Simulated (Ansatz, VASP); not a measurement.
# Two plane-wave programs on Ca

```
Ca
1.0
    -2.09649    2.10173    2.44535
     2.09649   -2.10173    2.44535
     2.09649    2.10173   -2.44535
Ca
1
Cartesian
  0.0000 0.0000 2.4454
```

This isn't the form of Ca at room conditions, which is fcc.

Alike in both runs: task single point; functional LDA; k mesh 16 × 16 × 16; occupations gaussian, width 0.15 eV; no spin polarisation.

```csv
,VASP,Ansatz
version,VASP 6.6.1,Ansatz 0.2.0
potentials or method,"VASP PAW LDA potentials, release 64 (Ca_sv)","scalar-relativistic, plane waves, PAW"
plane-wave cutoff (eV),520,420
valence electrons in the cell,10,10
```

|  | VASP | Ansatz | Ansatz less VASP |
| --- | --- | --- | --- |
| gap on the k mesh at the Fermi level (eV) | none | none | - |
| pressure (GPa) | -2.0 | -2.0 | 0.00 |
| largest component of the traceless stress (GPa) | 0.21 | 0.21 | +0.002 |

A gap of «none» marks a metal or a gap that the smearing closes.
